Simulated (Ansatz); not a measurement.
A calculation with Ansatz 0.2.0 of BN (native input, structure typed inline):

input.yaml

```yaml
crystal:
  lattice:
    - [0.0, 1.813001, 1.813001]
    - [1.813001, 0.0, 1.813001]
    - [1.813001, 1.813001, 0.0]
  atoms:
    - { symbol: "N", position: [0.25, 0.25, 0.25], spin: 0.5 }
    - { symbol: B, position: [0.0, 0.0, 0.0] }
hamiltonian:
  xc: lda
  pseudopotentials: { kind: paw, xc_functional: lda, accuracy: standard }
magnetization:
  spin_polarized: true
kpoints:
  mp_grid: { grid: [13, 13, 13] }
scf:
  occupations: { method: gaussian, width: 0.05 }
output:
  forces: true
  stress: true
  eigenvalues: true
  write_density: true
  write_potential: true
  elf: true
  volumetric_format: npy
```

Potentials or basis: JTH PAW LDA.

Run with:

```sh
$ ansatz run input.yaml --threads 1 --pin off --max-ram 2560MiB --backend cpu --events-out ev --progress --plain --runs-dir out
```

The cell is a database's computed one.

Problem. Write the same calculation in another form: native input, Cartesian positions.

Solution. As run:

input.yaml

```yaml
crystal:
  lattice:
    - [0.0, 1.813001, 1.813001]
    - [1.813001, 0.0, 1.813001]
    - [1.813001, 1.813001, 0.0]
  atoms:
    - { symbol: "N", spin: 0.5, position_ang: [0.9065005, 0.9065005, 0.9065005] }
    - { symbol: B, position_ang: [0.0, 0.0, 0.0] }
hamiltonian:
  xc: lda
  pseudopotentials: { kind: paw, xc_functional: lda, accuracy: standard }
magnetization:
  spin_polarized: true
kpoints:
  mp_grid: { grid: [13, 13, 13] }
scf:
  occupations: { method: gaussian, width: 0.05 }
output:
  forces: true
  stress: true
  eigenvalues: true
  write_density: true
  write_potential: true
  elf: true
  volumetric_format: npy
```

Potentials or basis: JTH PAW LDA.

Launch:

```bash
$ ansatz run input.yaml --threads 1 --pin off --max-ram 2560MiB --backend cpu --events-out ev --progress --plain --runs-dir out
```

Both were run:

|  | native input, structure typed inline | native input, Cartesian positions |
| --- | --- | --- |
| Pressure | -14.6 GPa | -14.6 GPa |
| Band gap on the k mesh | 4.41 eV, indirect (least direct gap 8.63 eV) | 4.41 eV, indirect (least direct gap 8.63 eV) |
| Net moment | 0.00 μB per cell | 0.00 μB per cell |
| Absolute moment | 0.00 μB per cell | 0.00 μB per cell |

Keys that steer only the numerical path or the files written may differ.

Caveat: odd divisions of the mesh miss points on the zone boundary, where band edges often lie, so the gap on the mesh can be too wide; the starting moments weren't kept.
